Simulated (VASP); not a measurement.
# In (P6_3/mmc) in VASP: a series of runs

The runs below take In through single point, with PBE.

All numbers are computed with VASP 6.6.1; they aren't measurements. Logs are shortened: lines on timing, memory, paths and dates and some standing lists are left out, and cuts for length are marked.

### 1 The structure

It takes space group P6_3/mmc (No. 194, hexagonal). The conventional cell has a = 3.335 Å, b = 3.335 Å, c = 5.509 Å, α = 90.00°, β = 90.00°, γ = 120.00°. In (site symmetry -6m2) has 12 In at 3.34 to 3.36 Å as nearest neighbours.

This isn't the form of In at room conditions, which is tetragonal.

### 2 Single point, PBE

The input, INCAR:

```
  PREC = Accurate
  ENCUT = 900
  EDIFF = 1E-8
  ISMEAR = 1
  SIGMA = 0.05
  LREAL = False
  LASPH = True
  NELM = 100
  ALGO = Normal
  ISIF = 2
  LWAVE = False
  LCHARG = False
  GGA = PE
  NBANDS = 20
  ADDGRID = False
```

The input, KPOINTS:

```
regular mesh
0
Gamma
  13 13 7
```

The input, POSCAR:

```
In
1.0
    3.3354847820      0.0000000000      0.0000000000
   -1.6677423910      2.8886145552      0.0000000000
    0.0000000000      0.0000000000      5.5091429200
In
2
Direct
    0.6666666667      0.3333333333      0.7500000000
    0.3333333333      0.6666666667      0.2500000000
```

Potentials or basis: VASP PAW PBE potentials, release 64 (In_d).

On the command line:

```
$ cat potpaw_PBE.64/In_d/POTCAR > POTCAR
$ mpirun -np 1 vasp_std > vasp.out
```

OUTCAR:

```text
PREC = Accurate
   ENCUT = 900
   EDIFF = 1E-8
   ISMEAR = 1
   LREAL = False
   LASPH = True
   NELM = 100
   ISIF = 2
   GGA = PE

 ion  position               nearest neighbor table
   1  0.667  0.333  0.750-   2 3.36   2 3.36   2 3.36   2 3.36   2 3.36   2 3.36
   2  0.333  0.667  0.250-   1 3.36   1 3.36   1 3.36   1 3.36   1 3.36   1 3.36

  LATTYP: Found a hexagonal cell.
 ALAT       =     3.3354847820
 C/A-ratio  =     1.6516768266

  Lattice vectors:

 A1 = (   3.3354847820,   0.0000000000,   0.0000000000)
 A2 = (  -1.6677423910,   2.8886145552,   0.0000000000)
 A3 = (   0.0000000000,   0.0000000000,   5.5091429200)

Analysis of symmetry for initial positions (statically):
=====================================================================
 Subroutine PRICEL returns:
 Original cell was already a primitive cell.

 Routine SETGRP: Setting up the symmetry group for a
 hexagonal supercell.

 Subroutine GETGRP returns: Found 24 space group operations
 (whereof 12 operations were pure point group operations)
 out of a pool of 24 trial point group operations.

The static configuration has the point symmetry D_3d.
 The point group associated with its full space group is D_6h.

Analysis of symmetry for dynamics (positions and initial velocities):
=====================================================================
 Subroutine PRICEL returns:
 Original cell was already a primitive cell.

 Routine SETGRP: Setting up the symmetry group for a
 hexagonal supercell.

 Subroutine GETGRP returns: Found 24 space group operations
 (whereof 12 operations were pure point group operations)
 out of a pool of 24 trial point group operations.

The dynamic configuration has the point symmetry D_3d.
 The point group associated with its full space group is D_6h.

 Subroutine INISYM returns: Found 24 space group operations
 (whereof 12 operations are pure point group operations),
 and found     1 'primitive' translations

----------------------------------------------------------------------------------------

                                     Primitive cell

  volume of cell :      53.0802

  direct lattice vectors                    reciprocal lattice vectors
     3.335484782  0.000000000  0.000000000     0.299806495  0.173093360  0.000000000
    -1.667742391  2.888614555  0.000000000     0.000000000  0.346186721  0.000000000
     0.000000000  0.000000000  5.509142920     0.000000000  0.000000000  0.181516438

  length of vectors
     3.335484782  3.335484782  5.509142920     0.346186721  0.346186721  0.181516438

  position of ions in fractional coordinates (direct lattice)
     0.666666667  0.333333333  0.750000000
     0.333333333  0.666666667  0.250000000

  ion indices of the primitive-cell ions
   primitive index   ion index
                 1           1
                 2           2

----------------------------------------------------------------------------------------

 KPOINTS: regular mesh

Automatic generation of k-mesh.
 Grid dimensions read from file:
 generate k-points for:   13   13    7

 Generating k-lattice:

  Cartesian coordinates                     Fractional coordinates (reciprocal lattice)
     0.023062038  0.013314874  0.000000000     0.076923077  0.000000000  0.000000000
     0.000000000  0.026629748  0.000000000     0.000000000  0.076923077  0.000000000
     0.000000000  0.000000000  0.025930920     0.000000000  0.000000000  0.142857143

  Length of vectors
     0.026629748  0.026629748  0.025930920

  Shift w.r.t. Gamma in fractional coordinates (k-lattice)
     0.000000000  0.000000000  0.000000000

 Subroutine IBZKPT returns following result:
 ===========================================

 Found     84 irreducible k-points:

 Following reciprocal coordinates:
            Coordinates               Weight
  0.000000  0.000000  0.000000      1.000000
  0.076923  0.000000  0.000000      6.000000
  0.153846  0.000000  0.000000      6.000000
  0.230769  0.000000  0.000000      6.000000
  0.307692  0.000000  0.000000      6.000000
  0.384615  0.000000  0.000000      6.000000
[... 16 lines left out ...]
  0.076923  0.000000  0.142857     12.000000
  0.153846  0.000000  0.142857     12.000000
 [... further k-points ...]
   k-points           NKPTS =     84   k-points in BZ     NKDIM =     84   number of bands    NBANDS=     20
   number of dos      NEDOS =    301   number of ions     NIONS =      2
   total plane-waves  NPLWV =  69984
   dimension x,y,z NGX =    36 NGY =   36 NGZ =   54
   dimension x,y,z NGXF=    72 NGYF=   72 NGZF=  108
   ions per type =               2
   NGX,Y,Z   is equivalent  to a cutoff of  17.94, 17.94, 16.30 a.u.
   NGXF,Y,Z  is equivalent  to a cutoff of  35.89, 35.89, 32.59 a.u.
 SYSTEM =  unknown system
   PREC   = accura    normal or accurate (medium, high low for compatibility)
   ISTART =      0    job   : 0-new  1-cont  2-samecut
   ICHARG =      2    charge: 1-file 2-atom 10-const
   ISPIN  =      1    spin polarized calculation?
   LNONCOLLINEAR =      F non collinear calculations
   LSORBIT =      F    spin-orbit coupling
   LASPH  =      T    aspherical Exc in radial PAW
   ENCUT  =  900.0 eV  66.15 Ry    8.13 a.u.   8.16  8.16 13.48*2*pi/ulx,y,z
   NELM   =    100;   NELMIN=  2; NELMDL= -5     # of ELM steps
   EDIFF  = 0.1E-07   stopping-criterion for ELM
   LREAL  =      F    real-space projection
   EDIFFG = 0.1E-06   stopping-criterion for IOM
   NSW    =      0    number of steps for IOM
   IBRION =     -1    ionic relax: 0-MD 1-quasi-New 2-CG
[... 8 lines left out ...]
   EMIN   =  10.00;   EMAX   =-10.00  energy-range for DOS
   EFERMI =   0.00;   METHOD = LEGACY
   ISMEAR =     1;   SIGMA  =   0.05  broadening in eV -4-tet -1-fermi 0-gaus
   EFERMI_NEDOS =   21; number of points for ismear=-14 and -15
   IALGO  =     38    algorithm
   IMIX   =      4    mixing-type and parameters
     AMIX     =   0.40;   BMIX     =  1.00
     AMIX_MAG =   1.60;   BMIX_MAG =  1.00
  volume/ion in A,a.u.               =      26.54       179.10
  Fermi-wavevector in a.u.,A,eV,Ry     =   1.290491  2.438675 22.658704  1.665368
  Thomas-Fermi vector in A             =   2.422320
   LORBIT       =      0    0 simple, 1 ext, 2 COOP (PROOUT), +10 PAW based schemes
   GGA     = PE    functional components
   LHFCALC =     F    Hartree Fock is set to
   AEXX    =    0.0000 exact exchange contribution
   IVDW    =     0    specifies the selected vdW correction
   LEPSILON=     F    determine dielectric tensor
   LRPA    =     F    only Hartree local field effects (RPA)
 non-spin polarized calculation
 Methfessel and Paxton  Order N= 1 SIGMA  =   0.05
  energy-cutoff  :      900.00
  volume of cell :       53.08
 maximum number of plane-waves:      3270
 NGX is ok and might be reduce to    36
   NGX = 17   NGY = 17   NGZ = 27

 number of electron      26.0000002 magnetization

 Free energy of the ion-electron system (eV)
  ---------------------------------------------------
  ext. energy  EPLUGINS =         0.00000000
  ---------------------------------------------------
  free energy    TOTEN  =        -5.08991139 eV

  energy without entropy =       -5.08956817  energy(sigma->0) =       -5.08979698

 E-fermi :   7.4294     XC(G=0): -10.1861

 val. band max:        7.4047293444   @ k =   0.3077   0.1538   0.0000
 cond. band min:       7.4303637518   @ k =   0.0769   0.0769   0.2857
 fundamental gap:      0.0256344074
 Fermi energy:         7.4294395022

 k-point     1 :       0.0000    0.0000    0.0000
  band No.  band energies     occupation
      1      -7.3202      2.00000
      2      -7.2658      2.00000
      3      -7.2350      2.00000
      4      -7.2350      2.00000
      5      -7.2085      2.00000
      6      -7.2085      2.00000
[... 12 lines left out ...]
     19      18.2526      0.00000
     20      18.7316      0.00000

 k-point     2 :       0.0769    0.0000    0.0000
  band No.  band energies     occupation
      1      -7.3129      2.00000
      2      -7.2694      2.00000
      3      -7.2255      2.00000
      4      -7.2185      2.00000
      5      -7.2074      2.00000
      6      -7.1928      2.00000
[... 12 lines left out ...]
     19      18.6732      0.00000
     20      19.2452      0.00000

 k-point     3 :       0.1538    0.0000    0.0000
  band No.  band energies     occupation
      1      -7.3212      2.00000
      2      -7.2570      2.00000
      3      -7.2207      2.00000
      4      -7.1777      2.00000
      5      -7.1751      2.00000
      6      -7.1722      2.00000
[... 12 lines left out ...]
     19      18.0109      0.00000
     20      18.9603      0.00000

 k-point     4 :       0.2308    0.0000    0.0000
  band No.  band energies     occupation
      1      -7.3564      2.00000
      2      -7.2460      2.00000
      3      -7.2172      2.00000
      4      -7.2046      2.00000
      5      -7.1855      2.00000
      6      -7.1183      2.00000
[... 12 lines left out ...]
     19      17.3072      0.00000
     20      18.7517      0.00000

 k-point     5 :       0.3077    0.0000    0.0000
  band No.  band energies     occupation
      1      -7.3954      2.00000
      2      -7.2666      2.00000
      3      -7.2638      2.00000
      4      -7.2078      2.00000
      5      -7.1620      2.00000
      6      -7.0876      2.00000
[... 12 lines left out ...]
     19      16.5609      0.00000
     20      18.2307      0.00000
[... 353 lines left out ...]
      6      -7.1153      2.00000
[... 12 lines left out ...]
     19      13.0795      0.00000
     20      22.7417      0.00000

 k-point    22 :       0.0000    0.0000    0.1429
  band No.  band energies     occupation
      1      -7.3159      2.00000
      2      -7.2666      2.00000
      3      -7.2419      2.00000
      4      -7.2419      2.00000
      5      -7.2137      2.00000
      6      -7.2137      2.00000
[... 12 lines left out ...]
     19      18.3123      0.00000
     20      18.7137      0.00000

 k-point    23 :       0.0769    0.0000    0.1429
  band No.  band energies     occupation
      1      -7.3095      2.00000
      2      -7.2678      2.00000
      3      -7.2373      2.00000
      4      -7.2269      2.00000
      5      -7.2129      2.00000
      6      -7.1980      2.00000
[... 12 lines left out ...]
     19      18.1585      0.00000
     20      19.0713      0.00000

 k-point    24 :       0.1538    0.0000    0.1429
  band No.  band energies     occupation
      1      -7.3185      2.00000
      2      -7.2558      2.00000
      3      -7.2343      2.00000
      4      -7.2015      2.00000
      5      -7.1910      2.00000
      6      -7.1541      2.00000
[... 12 lines left out ...]
     19      17.5630      0.00000
     20      18.9961      0.00000

 [... further k-points ...]

------------------------ aborting loop because EDIFF is reached ----------------------------------------

  FORCE on cell =-STRESS in cart. coord.  units (eV):
  Direction    XX          YY          ZZ          XY          YZ          ZX
  --------------------------------------------------------------------------------------
  -------------------------------------------------------------------------------------
  Total        0.5827649      0.5827649      0.4830960      0.0000000     -0.0000000      0.0000000
  in kB       17.5902230     17.5902230     14.5818097      0.0000000     -0.0000000      0.0000000
  external PRESSURE =      16.5874186 kB  Pullay stress =       0.0000000 kB

 VOLUME and BASIS-vectors are now :
 -----------------------------------------------------------------------------
  energy-cutoff  :      900.00
  volume of cell :       53.08
      direct lattice vectors                 reciprocal lattice vectors
     3.335484782  0.000000000  0.000000000     0.299806495  0.173093360  0.000000000
    -1.667742391  2.888614555  0.000000000     0.000000000  0.346186721  0.000000000
     0.000000000  0.000000000  5.509142920     0.000000000  0.000000000  0.181516438

 POSITION                                       TOTAL-FORCE (eV/Angst)
 -----------------------------------------------------------------------------------
      1.66774      0.96287      4.13186        -0.000000     -0.000000      0.000000
     -0.00000      1.92574      1.37729         0.000000      0.000000      0.000000
 -----------------------------------------------------------------------------------
    total drift:                                0.000000     -0.000000      0.000000

  FREE ENERGIE OF THE ION-ELECTRON SYSTEM (eV)
  ---------------------------------------------------
  free  energy   TOTEN  =        -5.0899113872 eV

  energy  without entropy=       -5.0895681725  energy(sigma->0) =       -5.08979698
```

It took 92 s on 1 thread of Intel Xeon 6975P-C (Granite Rapids), shared host; peak memory 0.35 GiB.

Results:

```
Free energy            : -5.0899 eV
Pressure               : 1.7 GPa
Band gap on the k mesh : none (metal or under the smearing width)
```

Levels at points of the mesh, in eV from the Fermi level:
```csv
k point,band 11,band 12,band 13,band 14,band 15,band 16
"(0.00, 0.00, 0.00)",-9.52,-4.50,-3.42,8.32,8.32,10.13
```

### 3 Single point, PBE

Changes to INCAR since step 2:

```diff
@@ -1,6 +1,6 @@
   PREC = Accurate
-  ENCUT = 900
-  EDIFF = 1E-8
+  ENCUT = 200
+  EDIFF = 1E-6
   ISMEAR = 1
-  SIGMA = 0.05
+  SIGMA = 0.2
   LREAL = False
```

The input, KPOINTS:

```
regular mesh
0
Gamma
  3 3 2
```

POSCAR is that of step 2.

Potentials or basis: VASP PAW PBE potentials, release 64 (In_d).

On the command line:

```
$ cat potpaw_PBE.64/In_d/POTCAR > POTCAR
$ mpirun -np 1 vasp_std > vasp.out
```

It took 2.9 s on 1 thread of Intel Xeon 6975P-C (Granite Rapids), shared host; peak memory 0.12 GiB.

The run converged, but a check on its numbers failed (symmetry, net force, bounds or a known fault of this set-up), so they aren't taken as properties of the crystal.

Caveat: the k mesh is coarse (spacing up to 0.73 Å⁻¹), so the values aren't converged; the cutoff lies under the usual one of these potentials, so the numbers hold a large basis-set error.

### 4 Single point, PBE

Changes to INCAR since step 3:

```diff
@@ -1,3 +1,3 @@
   PREC = Accurate
-  ENCUT = 200
+  ENCUT = 250
   EDIFF = 1E-6
```

KPOINTS is that of step 3.

POSCAR is that of step 3.

On the command line:

```
$ cat potpaw_PBE.64/In_d/POTCAR > POTCAR
$ mpirun -np 1 vasp_std > vasp.out
```

It took 3.8 s on 1 thread of Intel Xeon 6975P-C (Granite Rapids), shared host; peak memory 0.12 GiB.

The run converged, but some of its settings lie outside the range that counts as converged, so its numbers aren't taken as properties of the crystal.

Results:

```yaml
Free_energy: -4.6987 eV
Band_gap_on_the_k_mesh: none (metal or under the smearing width)
```

Caveat: the k mesh is coarse (spacing up to 0.73 Å⁻¹), so the values aren't converged; the cutoff is under 1.25 times the usual one of these potentials, so pressure, stress and relaxed cells hold a basis-set (Pulay) error.

### 5 The reference run

An earlier run on the cell as given: functional PBEsol; potentials or basis VASP PAW PBE potentials, release 64 (In_d); cutoff 520 eV; k mesh 9 × 9 × 5; occupations fermi-dirac, width 0.05 eV; no spin polarisation.

- Pressure: -1.4 GPa
- Band gap on the k mesh: none (metal or under the smearing width)
